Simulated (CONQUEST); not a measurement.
Wanted: the native input for a CONQUEST 1.3 run.

```yaml
Task: single point
Functional: PBEsol
Potentials_or_basis: PseudoDojo NC PBEsol, DZP, grid cutoff 120 Ha
k_mesh: 8 × 8 × 6
Occupations: fermi-dirac, width 0.05 eV
Spin: no spin polarisation
Solver: diagonalisation
SCF_tolerance: 1e-06
```

Pb:

```
CELL_PARAMETERS angstrom
3.50021 0.00000 0.00000
0.00000 3.50021 0.00000
0.00000 0.00000 4.95004
ATOMIC_POSITIONS crystal
Pb 0.00000 0.00000 0.00000
Pb 0.50000 0.50000 0.50000
```

The input as run:

Conquest_input

```
IO.Title Pb
IO.Coordinates coords.dat
IO.FractionalAtomicCoords T
IO.Iprint 2
IO.Iprint_init 1
General.NumberOfSpecies 1
General.PseudopotentialType hamann
AtomMove.TypeOfRun static
AtomMove.FullStress T
Grid.GridCutoff 120
DM.SolutionMethod diagon
Diag.MPMesh T
Diag.GammaCentred T
Diag.MPMeshX 8
Diag.MPMeshY 8
Diag.MPMeshZ 6
Diag.kT 0.00183747
minE.SCTolerance 1e-6
SC.MaxIters 100
IO.AtomChargeOutput T
IO.DumpChargeDensity T
IO.DumpESPot T
%block ChemicalSpeciesLabel
1 207.200 Pb
%endblock
```

coords.dat

```
    6.6144323279     0.0000000000     0.0000000000
    0.0000000000     6.6144323279     0.0000000000
    0.0000000000     0.0000000000     9.3542199059
2
  0.0000000000   0.0000000000   0.0000000000 1 T T T
  0.5000000000   0.5000000000   0.5000000000 1 T T T
```

Potentials or basis: PseudoDojo NC PBEsol, DZP, grid cutoff 120 Ha.

Launch:

```bash
$ OMP_NUM_THREADS=1 Conquest
```

Results of the run:

```
Pressure               : 0.2 GPa
Band gap on the k mesh : none (metal or under the smearing width)
```

Caveat: the box holds several primitive cells, so bands are folded and the points are those of the box's own zone; the basis of atomic orbitals isn't converged, which shifts pressures, moduli and gaps.

Run time: 38 s on 1 thread of Intel(R) Xeon(R) Platinum 8375C CPU @ 2.90GHz (Ice Lake) (shared host), peak memory 0.44 GiB.
